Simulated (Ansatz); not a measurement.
**ZnO: the volume at rest**

ZnO in the wurtzite structure, starting from this typed cell of 12.43 Å³ an atom.

```
Zn O
1.0
     1.64450   -2.84836    0.00000
     1.64450    2.84836    0.00000
     0.00000    0.00000    5.30700
Zn O
2 2
Direct
  0.33333 0.66667 0.00000
  0.66667 0.33333 0.50000
  0.33333 0.66667 0.37900
  0.66667 0.33333 0.87900
```

Settings of the Ansatz calculation: k mesh 6×6×4; fixed occupations; no spin. Cell and atoms are relaxed to zero stress with the symmetry kept and no dispersion correction.

Caveats: coarse k mesh.

Task: What volume results under PBE, LDA, PBEsol, and how much do the potentials matter?

Result: 
```tsv
functional	potentials	cutoff (eV)	volume (Å³/atom)	change (%)
PBE	all-electron PAW datasets (no frozen core)	520	12.32	-0.9
PBE	Ansatz hand-made PAW	930	12.32	-0.9
PBE	PseudoDojo norm-conserving	1143	12.28	-1.2
PBE	Ansatz norm-conserving	1240	12.31	-1.0
LDA	Ansatz hand-made PAW	930	11.33	-8.8
LDA	PseudoDojo norm-conserving	1143	11.30	-9.1
PBEsol	Ansatz hand-made PAW	930	11.77	-5.3
PBEsol	PseudoDojo norm-conserving	1143	11.74	-5.6
```

From smallest to largest: LDA, PBEsol, PBE.
